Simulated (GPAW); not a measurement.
Crystal: KBr.

```
Br K
1.0
     0.00000    3.30000    3.30000
     3.30000    0.00000    3.30000
     3.30000    3.30000    0.00000
Br K
1 1
Direct
  0.50000 0.50000 0.50000
  0.00000 0.00000 0.00000
```

| Quantity | Value |
| --- | --- |
| Program | GPAW 26.7.0 |
| Task | relaxation of cell and atoms |
| Functional | PBE |
| Potentials or basis | GPAW PAW data sets (gpaw-data 1.2.1) |
| Cutoff | 600 eV |
| Basis | pw |
| k mesh | 7 × 7 × 7 |
| Occupations | fermi-dirac, width 0.05 eV |
| Spin | no spin polarisation |

At the start: pressure 0.7 GPa; volume 35.94 Å³/atom.

Problem. Where does the relaxation end?

Solution. Over 3 steps the energy falls by 3.7 meV/atom and the volume is 37.54 Å³/atom (+4.5 %); space group Fm-3m (No. 225, to 0.05 Å).

Step by step:
```csv
step,energy change (eV),largest force (eV/Å),pressure (GPa),volume (Å³)
1,0.0000,0.0000,0.70,71.87
2,-0.0010,0.0000,0.64,72.12
3,-0.0073,0.0000,0.03,75.09
```

Final structure:
```yaml
crystal:
  lattice:
    - [0.00000, 3.34849, 3.34849]
    - [3.34849, 0.00000, 3.34849]
    - [3.34849, 3.34849, 0.00000]
  atoms:
    - { symbol: Br, position: [0.50000, 0.50000, 0.50000] }
    - { symbol: K, position: [0.00000, 0.00000, 0.00000] }
```

Caveat: later steps reuse the first step's grids.
